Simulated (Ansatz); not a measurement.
BaS: a vibration from a frozen displacement

Method: DFT PBEsol, scalar-relativistic, plane waves, PAW in Ansatz 0.2.0. The runs took a 420 eV cutoff, a Γ-centred 8×8×8 mesh and Gaussian smearing (0.05 eV). Spin–orbit coupling is left out, which matters for the heavy elements here. No spin polarisation. Energies are free energies at this smearing, counted from the undisturbed cell; pressure is positive in compression.

The starting cell (relaxed at this level):

```
Ba S
1.0
     0.00000    3.16630    3.16630
     3.16630    0.00000    3.16630
     3.16630    3.16630    0.00000
Ba S
1 1
Cartesian
  0.0000 0.0000 0.0000
  3.1663 3.1663 3.1663
```

Every Ba atom is moved by x along the Cartesian unit vector (0.707, -0.707, 0.000); the cell and all other atoms stay fixed. The cell's volume is 63.49 Å³; the moved atoms weigh 137.327 u together and the others 32.060 u. Some rows repeat others by symmetry and weren't run.

| x (Å) | ΔE (meV/cell) | total force on the moved atoms along the move (eV/Å) | pressure (GPa) |
| --- | --- | --- | --- |
| -0.1000 | 10.09 | 0.2035 | 0.0845 |
| -0.0875 | 7.71 | 0.1775 | 0.0605 |
| -0.0750 | 5.66 | 0.1516 | 0.0397 |
| -0.0625 | 3.92 | 0.1260 | 0.0222 |
| -0.0500 | 2.51 | 0.1006 | 0.0079 |
| -0.0375 | 1.41 | 0.0752 | -0.0032 |
| -0.0250 | 0.63 | 0.0501 | -0.0111 |
| -0.0125 | 0.16 | 0.0250 | -0.0159 |
| 0.0000 | 0.00 | 0.0000 | -0.0174 |
| 0.0125 | 0.16 | -0.0250 | -0.0159 |
| 0.0250 | 0.63 | -0.0501 | -0.0111 |
| 0.0375 | 1.41 | -0.0752 | -0.0032 |
| 0.0500 | 2.51 | -0.1006 | 0.0079 |
| 0.0625 | 3.92 | -0.1260 | 0.0222 |
| 0.0750 | 5.66 | -0.1516 | 0.0397 |
| 0.0875 | 7.71 | -0.1775 | 0.0605 |
| 0.1000 | 10.09 | -0.2035 | 0.0845 |

Q: What frequency belongs to this motion?

A: The force constant is k = −dF/dx = 2.003 eV/Å², from the parabola through x = -0.0125, 0 and 0.0125. In every cell the moved atoms swing against the rest, so the mass is μ = m₁m₂/(m₁ + m₂) = 25.992 u, and ν̃ = 521.5 cm⁻¹ × √(|k|/μ) = 145 cm⁻¹. To first order in x, and within 1 %, the force on every atom lies along the move and, within each of the two groups, in proportion to the atom's mass, so this is itself a mode at the zone centre of this cell, taken without macroscopic field (the transverse frequency in a polar insulator).

Q: How far does the harmonic law reach?

A: At x = -0.100 Å, kx²/2 = 10.01 meV against the computed 10.09 meV (+0.8 %): the well is still close to harmonic there.